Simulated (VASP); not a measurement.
# CaO (I4/mmm) in VASP: G0W0 quasiparticle levels with LDA

Aim: the G0W0 quasiparticle levels of CaO with LDA.

Everything below comes from runs of VASP 6.6.1. Logs are shortened: lines on timing, memory, paths and dates and some standing lists are left out, and cuts for length are marked.

## (1) The crystal as given

The structure is tetragonal, space group I4/mmm (No. 139). Conventional cell: a = 3.335 Å, b = 3.335 Å, c = 17.027 Å, α = 90.00°, β = 90.00°, γ = 90.00°. Ca (site symmetry 4mm) has 5 O at 2.36 Å as nearest neighbours. Around O (site symmetry 4mm) lie 5 Ca at 2.36 Å.

The cell comes from a database or a generator and needn't be the stable form of this composition.

## (2) G0W0 quasiparticle levels, LDA

Contents of POSCAR:

```
CaO
1.0
   -1.6676340000      1.6676340000      8.5134920000
    1.6676340000     -1.6676340000      8.5134920000
    1.6676340000      1.6676340000     -8.5134920000
Ca O
2 2
Direct
    0.6795970000      0.6795970000      0.0000000000
    0.3204030000      0.3204030000      0.0000000000
    0.8181860000      0.8181860000      0.0000000000
    0.1818140000      0.1818140000      0.0000000000
```

Contents of INCAR.step1:

```
  ALGO = Normal
  EDIFF = 1E-8
  ENCUT = 450
  GGA = CA
  ISMEAR = 0
  LASPH = True
  LCHARG = False
  LREAL = False
  LWAVE = True
  NELM = 100
  PREC = Accurate
  SIGMA = 0.01
```

Contents of INCAR.step2:

```
  ALGO = Exact
  EDIFF = 1E-8
  ENCUT = 450
  GGA = CA
  ISMEAR = 0
  ISTART = 1
  LASPH = True
  LCHARG = False
  LOPTICS = True
  LREAL = False
  LWAVE = True
  NBANDS = 141
  NELM = 1
  PREC = Accurate
  SIGMA = 0.01
```

Contents of INCAR.step3:

```
  ALGO = EVGW0
  EDIFF = 1E-8
  ENCUT = 450
  ENCUTGW = 100
  GGA = CA
  ISMEAR = 0
  ISTART = 1
  LASPH = True
  LCHARG = False
  LREAL = False
  LWAVE = True
  NBANDS = 141
  NBANDSGW = 24
  NELMGW = 1
  NOMEGA = 64
  PREC = Accurate
  PRECFOCK = Fast
  SIGMA = 0.01
```

Contents of INCAR.step4:

```
  ALGO = BSE
  ANTIRES = 0
  EDIFF = 1E-8
  ENCUT = 450
  ENCUTGW = 100
  GGA = CA
  ISMEAR = 0
  ISTART = 1
  LASPH = True
  LCHARG = False
  LREAL = False
  LWAVE = False
  NBANDS = 141
  NBANDSO = 3
  NBANDSV = 6
  NBSEEIG = 10
  OMEGAMAX = 20
  PREC = Accurate
  PRECFOCK = Fast
  SIGMA = 0.01
```

Contents of KPOINTS:

```
k-points
0
Gamma
  5 5 5
```

Potentials or basis: VASP PAW LDA potentials, release 64 (Ca_sv_GW, O_GW).

Launch:

```console
> cat potpaw_LDA.64/Ca_sv_GW/POTCAR potpaw_LDA.64/O_GW/POTCAR > POTCAR
> cp INCAR.step1 INCAR
> mpirun -np 1 vasp_std > vasp.out
> cp INCAR.step2 INCAR
> mpirun -np 1 vasp_std > vasp.out
> cp INCAR.step3 INCAR
> mpirun -np 1 vasp_std > vasp.out
> cp INCAR.step4 INCAR
> mpirun -np 1 vasp_std > vasp.out
```

OUTCAR:

```text
EDIFF = 1E-8
   ENCUT = 450
   ENCUTGW = 100
   GGA = CA
   ISMEAR = 0
   ISTART = 1
   LASPH = True
   LREAL = False
   PREC = Accurate
   PRECFOCK = Fast

 ion  position               nearest neighbor table
   1  0.680  0.680  0.000-   4 2.36   4 2.36   4 2.36   4 2.36   3 2.36   2 3.36   2 3.36   2 3.36
                             2 3.36
   2  0.320  0.320  0.000-   3 2.36   3 2.36   3 2.36   3 2.36   4 2.36   1 3.36   1 3.36   1 3.36
                             1 3.36
   3  0.818  0.818  0.000-   2 2.36   2 2.36   2 2.36   2 2.36   1 2.36
   4  0.182  0.182  0.000-   1 2.36   1 2.36   1 2.36   1 2.36   2 2.36

  LATTYP: Found a body centered tetragonal cell.
 ALAT       =     3.3352680000
 C/A-ratio  =     5.1051321813

  Lattice vectors:

 A1 = (  -1.6676340000,   1.6676340000,   8.5134920000)
 A2 = (   1.6676340000,  -1.6676340000,   8.5134920000)
 A3 = (   1.6676340000,   1.6676340000,  -8.5134920000)

Analysis of symmetry for initial positions (statically):
=====================================================================
 Subroutine PRICEL returns:
 Original cell was already a primitive cell.

 Routine SETGRP: Setting up the symmetry group for a
 body centered tetragonal supercell.

 Subroutine GETGRP returns: Found 16 space group operations
 (whereof 16 operations were pure point group operations)
 out of a pool of 16 trial point group operations.

The static configuration has the point symmetry D_4h.

Analysis of symmetry for dynamics (positions and initial velocities):
=====================================================================
 Subroutine PRICEL returns:
 Original cell was already a primitive cell.

 Routine SETGRP: Setting up the symmetry group for a
 body centered tetragonal supercell.

 Subroutine GETGRP returns: Found 16 space group operations
 (whereof 16 operations were pure point group operations)
 out of a pool of 16 trial point group operations.

The dynamic configuration has the point symmetry D_4h.

 Subroutine INISYM returns: Found 16 space group operations
 (whereof 16 operations are pure point group operations),
 and found     1 'primitive' translations

----------------------------------------------------------------------------------------

                                     Primitive cell

  volume of cell :      94.7042

  direct lattice vectors                    reciprocal lattice vectors
    -1.667634000  1.667634000  8.513492000     0.000000000  0.299825981  0.058730307
     1.667634000 -1.667634000  8.513492000     0.299825981  0.000000000  0.058730307
     1.667634000  1.667634000 -8.513492000     0.299825981  0.299825981  0.000000000

  length of vectors
     8.834112992  8.834112992  8.834112992     0.305523924  0.305523924  0.424017969

  position of ions in fractional coordinates (direct lattice)
     0.679597000  0.679597000  0.000000000
     0.320403000  0.320403000  0.000000000
     0.818186000  0.818186000  0.000000000
     0.181814000  0.181814000  0.000000000

  ion indices of the primitive-cell ions
   primitive index   ion index
                 1           1
                 2           2
                 3           3
                 4           4

----------------------------------------------------------------------------------------

 KPOINTS: k-points

Automatic generation of k-mesh.
 Grid dimensions read from file:
 generate k-points for:    5    5    5

 Generating k-lattice:

  Cartesian coordinates                     Fractional coordinates (reciprocal lattice)
     0.000000000  0.059965196  0.011746061     0.200000000  0.000000000 -0.000000000
     0.059965196  0.000000000  0.011746061     0.000000000  0.200000000 -0.000000000
     0.059965196  0.059965196  0.000000000     0.000000000  0.000000000  0.200000000

  Length of vectors
     0.061104785  0.061104785  0.084803594

  Shift w.r.t. Gamma in fractional coordinates (k-lattice)
     0.000000000  0.000000000  0.000000000

 Subroutine IBZKPT returns following result:
 ===========================================

 Found     18 irreducible k-points:

 Following reciprocal coordinates:
            Coordinates               Weight
  0.000000  0.000000  0.000000      1.000000
  0.200000  0.000000 -0.000000      8.000000
  0.400000  0.000000 -0.000000      8.000000
  0.200000  0.200000 -0.000000      8.000000
  0.400000  0.200000 -0.000000     16.000000
 -0.400000  0.200000  0.000000     16.000000
[... 10 lines left out ...]
 -0.400000  0.400000  0.400000      4.000000
 -0.400000 -0.400000  0.400000      2.000000
   k-points           NKPTS =     18   k-points in BZ     NKDIM =    125   number of bands    NBANDS=    141
   number of dos      NEDOS =    301   number of ions     NIONS =      4
   total plane-waves  NPLWV = 262144
   dimension x,y,z NGX =    64 NGY =   64 NGZ =   64
   dimension x,y,z NGXF=   128 NGYF=  128 NGZF=  128
   ions per type =               2   2
   NGX,Y,Z   is equivalent  to a cutoff of  12.04, 12.04, 12.04 a.u.
   NGXF,Y,Z  is equivalent  to a cutoff of  24.09, 24.09, 24.09 a.u.
 SYSTEM =  unknown system
   PREC   = accura    normal or accurate (medium, high low for compatibility)
   ISTART =      1    job   : 0-new  1-cont  2-samecut
   ICHARG =      0    charge: 1-file 2-atom 10-const
   ISPIN  =      1    spin polarized calculation?
   LNONCOLLINEAR =      F non collinear calculations
   LSORBIT =      F    spin-orbit coupling
   LASPH  =      T    aspherical Exc in radial PAW
   ENCUT  =  450.0 eV  33.07 Ry    5.75 a.u.  15.28 15.28 15.28*2*pi/ulx,y,z
   NELM   =     60;   NELMIN=  2; NELMDL=  0     # of ELM steps
   EDIFF  = 0.1E-07   stopping-criterion for ELM
   LREAL  =      F    real-space projection
   EDIFFG = 0.1E-06   stopping-criterion for IOM
   NSW    =      0    number of steps for IOM
   IBRION =     -1    ionic relax: 0-MD 1-quasi-New 2-CG
   NFREE  =      0    steps in history (QN), initial steepest desc. (CG)
   ISIF   =      0    stress and relaxation
   ISYM   =      3    0-nonsym 1-usesym 2-fastsym
   POTIM  = 0.5000    time-step for ionic-motion
   TEBEG  =    0.0;   TEEND  =   0.0 temperature during run
   PSTRESS=    0.0 pullay stress
   NELECT =      32.0000    total number of electrons
   NUPDOWN=      -1.0000    fix difference up-down
   EMIN   =  10.00;   EMAX   =-10.00  energy-range for DOS
   EFERMI =   0.00;   METHOD = LEGACY
   ISMEAR =     0;   SIGMA  =   0.01  broadening in eV -4-tet -1-fermi 0-gaus
   EFERMI_NEDOS =   21; number of points for ismear=-14 and -15
   IALGO  =     38    algorithm
   IMIX   =      4    mixing-type and parameters
     AMIX     =   0.40;   BMIX     =  1.00
     AMIX_MAG =   1.60;   BMIX_MAG =  1.00
  volume/ion in A,a.u.               =      23.68       159.77
  Fermi-wavevector in a.u.,A,eV,Ry     =   1.140254  2.154768 17.690024  1.300180
  Thomas-Fermi vector in A             =   2.276957
   LORBIT       =      0    0 simple, 1 ext, 2 COOP (PROOUT), +10 PAW based schemes
   GGA     = CA    functional components
   LHFCALC =     T    Hartree Fock is set to
   PRECFOCK=fast      Normal, Fast or Accurate (Low or Medium for compatibility)
   ENCUT4O =  -1.0   cutoff for four orbital integrals eV
   NKREDX  =     1    reduce k-point grid by
   NKREDY  =     1    reduce k-point grid by
   NKREDZ  =     1    reduce k-point grid by
   AEXX    =    1.0000 exact exchange contribution
   HFSCREEN=    0.0000 screening length (either q_TF or 0.3 A-1)
   HFSCREENC=   0.0000 screening length for correlation (either q_TF or 0.3 A-1)
   ENCUTFOCK=  -1.0 apply spherical cutoff to Coloumb kernel
   IVDW    =     0    specifies the selected vdW correction
   LEPSILON=     F    determine dielectric tensor
   LRPA    =     F    only Hartree local field effects (RPA)
   LRPAFORCE           =     F    calculate RPA forces
   ENCUTGW             = 100.0    cutoff for response function in eV
   ENCUTGWSOFT         =  80.0    soft cutoff for Coulomb kernel in GW response function in eV
   ENCUTLF             =  -1.0    cutoff for local field effects
   NELMGW              =     1    number of iterations in solving QP/BSE equation
   NELMHF              =     1    number of iterations in the inner HF iteration
   NKREDLFX            =     1    NKREDLFY  =   1   NKREDLFZ  =   1
 non-spin polarized calculation
 Gauss-broadening in eV      SIGMA  =   0.01
  energy-cutoff  :      450.00
  volume of cell :       94.70
 maximum number of plane-waves:      2067
 NGX is ok and might be reduce to    64
  NGX = 32; NGY = 32; NGZ = 32
   NGX = 31   NGY = 31   NGZ = 31
 maximum number of plane-waves:       222
 NGX is ok and might be reduce to    30

 BSE (scaLAPACK) attempting allocation of   0.081 Gbyte  rank=   2250

=======================================================================
```

Wall time 74 min (1 thread of Intel Xeon 6975P-C (Granite Rapids), shared host); peak memory 1.8 GiB.

Results:

```yaml
Band_gap_on_the_k_mesh_mean-field_level: 2.11 eV, direct
Quasiparticle_gap: 3.55 eV
Least_direct_quasiparticle_gap: 3.56 eV
```

Levels at points of the mesh, in eV from the valence-band top:
```
           k point  band 12  band 13  band 14  band 15  band 16  band 17  band 18  band 19  band 20
(0.00, 0.00, 0.00)    -0.88    -0.25    -0.25     0.00     0.00     2.11     3.84     5.11     5.15
```

Dielectric function (mean over the directions given):
| energy (eV) | real part | imaginary part |
| --- | --- | --- |
| 0.32 | 1.64 | 0.00 |
| 0.96 | 1.66 | 0.00 |
| 1.60 | 1.71 | 0.01 |
| 2.32 | 1.86 | 0.04 |
| 2.96 | 1.63 | 0.13 |
| 3.68 | 2.18 | 0.35 |
| 4.32 | 1.48 | 0.38 |
| 5.04 | 1.83 | 0.29 |
| 5.69 | 2.90 | 1.05 |
| 6.41 | 1.51 | 1.55 |
| 7.05 | 0.14 | 1.07 |
| 7.69 | 1.54 | 0.80 |
| 8.41 | 0.54 | 1.09 |
| 9.05 | 0.73 | 0.96 |
| 9.77 | 0.37 | 0.63 |
| 10.41 | 0.35 | 0.25 |
| 11.13 | 0.66 | 0.22 |
| 11.77 | 0.27 | 0.13 |
| 12.49 | 0.58 | 0.02 |
| 13.13 | 0.68 | 0.01 |
| 13.77 | 0.73 | 0.01 |
| 14.49 | 0.78 | 0.01 |
| 15.14 | 0.80 | 0.00 |
| 15.86 | 0.83 | 0.00 |
| 16.50 | 0.85 | 0.00 |
| 17.22 | 0.87 | 0.00 |
| 17.86 | 0.88 | 0.00 |
| 18.58 | 0.89 | 0.00 |
| 19.22 | 0.90 | 0.00 |
| 19.94 | 0.91 | 0.00 |

Lowest excitation energies (eV) and strengths:
| energy | strength |
| --- | --- |
| 2.741 | 2.93 |
| 2.750 | 2.76 |
| 2.999 | 0 |
| 3.223 | 0 |
| 3.255 | 0 |
| 3.510 | 0.395 |
| 3.716 | 0.998 |
| 3.717 | 0.758 |
| 3.780 | 0.359 |
| 3.785 | 0 |

Caveat: the k mesh is coarse (spacing up to 0.53 Å⁻¹), so the values aren't converged; bands, screening cutoff and mesh are small and nothing is extrapolated, so the quasiparticle values aren't converged; spectra need much finer meshes, so this one isn't converged; an odd mesh through Γ misses points on the zone boundary, where band edges often lie.
